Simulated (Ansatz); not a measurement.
# Property card for PbS

Method: Ansatz, DFT PBE, scalar-relativistic, plane waves, PAW.

Plane waves to 420 eV, a k mesh through Γ of 10×10×10 on the computed 4-atom cell and Gaussian smearing (0.02 eV); no spin polarisation.

The structure is relaxed at this level of theory with its symmetry kept, and needn't be the ground state of this composition.

Space group I4_1md (No. 109). a = 3.868 Å, b = 3.868 Å, c = 14.561 Å, α = 90.00°, β = 90.00°, γ = 90.00°
```tsv
atom	site	symmetry	x	y	z
Pb	4a	2mm.	0.0000	0.0000	0.0417
S	4a	2mm.	0.5000	0.5000	0.9583
```

(1) Formation energy from the elements' standard states (uncorrected)?

(2) Kohn–Sham band gap?

(3) Orbital (Löwdin) character of the top 1 eV of the valence band?

(4) Orbital (Löwdin) character of the lowest 1 eV of the conduction band?

(5) Bader charge by site (e)?

Spin-orbit coupling is left out, which matters for the bands of heavy elements.

Results:

(1) -0.420 eV/atom.

(2) 0.74 eV.

(3) S 3p 78 %, Pb 6s 13 %.

(4) Pb 6p 69 %, S 3p 20 %, unprojected 5 %.

(5) Pb (2 in the cell) 0.97, S (2 in the cell) -0.97.

The cell was found from a structure generator's guess, not taken from experiment. Kohn–Sham gaps at this level usually fall short of measured ones. Löwdin shares on free-atom orbitals overweight diffuse shells in the empty bands.
